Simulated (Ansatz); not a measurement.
# Al8Ru3: the cost of one run

Program: Ansatz 0.2.0. Level of theory: DFT PBEsol, scalar-relativistic, plane waves, PAW. These are calculated values, not measurements.

1 further run of the same task is left out (set aside as unsound or not needed).

### Step 1. The structure to begin with

It takes space group I4/mmm (No. 139, tetragonal). Conventional cell: a = 3.121 Å, b = 3.121 Å, c = 8.423 Å, α = 90.00°, β = 90.00°, γ = 90.00°. Al (site symmetry 4mm) is surrounded by 5 Ru at 2.58 to 2.87 Å and 5 Al at 2.68 to 2.69 Å. Ru (site symmetry 4/mmm) has 10 Al at 2.58 to 2.87 Å as nearest neighbours.

As a file:

```xyz
3
Lattice="-1.5607 1.5607 4.2116 1.5607 -1.5607 4.2116 1.5607 1.5607 -4.2116" Properties=species:S:1:pos:R:3 pbc="T T T"
Al    0.0000    0.0000    5.5515
Al    0.0000    0.0000    2.8716
Ru    0.0000    0.0000    0.0000
```

It goes back to an entry of the Materials Project, which need not be the stable form.

It is the result of an earlier relaxation at this level (volume 13.68 Å³/atom; gap on the mesh: none (metal)).

Bulk energy on matching settings, from an earlier run: -2289.1910 eV/atom.

### Step 2. The (101) slab

Planes are indexed in the bulk's conventional cell (I4/mmm (No. 139)), a = 3.121 Å, b = 3.121 Å, c = 8.423 Å, α = 90.00°, β = 90.00°, γ = 90.00°.

The slab is a (101) slab, 9.7 Å thick as cut, with 15 Å of vacuum; its outer planes are Al (top) and Al (bottom).

The slab as cut. Its planes from the bottom up:

| plane | atoms per cell | height over the lowest (Å) |
| --- | --- | --- |
| 1 | Al | 0.00 |
| 2 | Al | 0.93 |
| 3 | Ru | 1.93 |
| 4 | Al | 2.93 |
| 5 | Al | 3.86 |
| 6 | Ru | 4.86 |
| 7 | Al | 5.85 |
| 8 | Al | 6.78 |
| 9 | Ru | 7.78 |
| 10 | Al | 8.78 |
| 11 | Al | 9.71 |

### Step 3. The slab as cut, atoms at the bulk's places

A dipole layer in the vacuum cancels the field that periodic copies would set up if the slab's two faces differ.

File input.yaml:

```yaml
crystal:
  lattice:
    - [3.121357763, 0.0, 0.0]
    - [-1.5606788815, 4.491423991, 0.0]
    - [0.0, 0.0, 24.7117606004]
  atoms:
    - { symbol: Al, position: [0.7002399781, 0.4004799562, 0.3034992173] }
    - { symbol: Al, position: [0.4205021979, 0.8410043958, 0.3411811236] }
    - { symbol: Ru, position: [0.120742176, 0.2414843521, 0.3815601136] }
    - { symbol: Al, position: [0.8209821542, 0.6419643083, 0.4219391037] }
    - { symbol: Al, position: [0.5412443739, 0.0824887479, 0.4596210099] }
    - { symbol: Ru, position: [0.2414843521, 0.4829687041, 0.5] }
    - { symbol: Al, position: [0.9417243302, 0.8834486604, 0.5403789901] }
    - { symbol: Al, position: [0.66198655, 0.3239730999, 0.5780608963] }
    - { symbol: Ru, position: [0.3622265281, 0.7244530562, 0.6184398864] }
    - { symbol: Al, position: [0.0624665062, 0.1249330124, 0.6588188764] }
    - { symbol: Al, position: [0.782728726, 0.565457452, 0.6965007827] }
basis:
  ecutwfc: 420
kpoints:
  mp_grid: { grid: [12, 8, 1] }
hamiltonian:
  xc: pbesol
scf:
  occupations: { method: gaussian, width: 0.1 }
output:
  forces: true
  stress: true
  eigenvalues: true
  write_density: true
  write_potential: true
  elf: true
  volumetric_format: npy
efield:
  axis: 3
  dipole_correction: true
  ramp_width: 0.04
```

The run is started by

```console
$ ansatz run input.yaml --threads 1 --pin off --max-ram 2560MiB --backend cpu --events-out ev --progress --plain --runs-dir out
```

What time and memory should one allow on 1 thread of AMD EPYC 9R45 (Zen 5), shared host?

About 32 s, with a peak of 0.89 GiB.
